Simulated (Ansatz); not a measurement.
# HfN (rocksalt type): the cost of one run

Computed with Ansatz 0.2.0 (DFT, PBE, all-electron LAPW, scalar-relativistic, unless a step's input says otherwise).

### 1 The starting structure

Symmetry: Fm-3m, No. 225, cubic system. The conventional cell has a = 4.188 Å, b = 4.188 Å, c = 4.188 Å, α = 90.00°, β = 90.00°, γ = 90.00°. Hf (site symmetry m-3m) is surrounded by 6 N at 2.09 Å. N (site symmetry m-3m) is surrounded by 6 Hf at 2.09 Å.

Structure file:

```
CELL_PARAMETERS angstrom
0.00000 2.09378 2.09378
2.09378 0.00000 2.09378
2.09378 2.09378 0.00000
ATOMIC_POSITIONS crystal
Hf 0.00000 0.00000 0.00000
N 0.50000 0.50000 0.50000
```

Atoms are numbered in the order of the input: Hf1, N2.

### 2 Rocksalt relaxed under pressure, LAPW

File input.yaml:

```yaml
crystal:
  lattice:
    - [0.0, 2.0937812236, 2.0937812236]
    - [2.0937812236, 0.0, 2.0937812236]
    - [2.0937812236, 2.0937812236, 0.0]
  atoms:
    - { symbol: Hf, position: [0.0, 0.0, 0.0] }
    - { symbol: "N", position: [0.5, 0.5, 0.5] }
kpoints:
  mp_grid: { grid: [17, 17, 17] }
scf:
  occupations: { method: fermi_dirac, width: 0.05 }
hamiltonian:
  xc: pbe
  pseudopotentials: { kind: all_electron, lapw: { basis_error: 0.0005 } }
output:
  forces: true
  stress: true
  eigenvalues: true
relax:
  f_tol: 0.005
  max_steps: 12
  cell: { p_target: 110.0, stress_tol: 0.055 }
```

Command:

```sh
$ ansatz run input.yaml --threads 1 --pin off --max-ram 3584MiB --backend cpu --events-out ev --progress --plain --runs-dir out
```

What time and memory should one allow on 1 thread of Intel Xeon 6975P-C (Granite Rapids), shared host?

About 63 s, with a peak of 0.78 GiB.
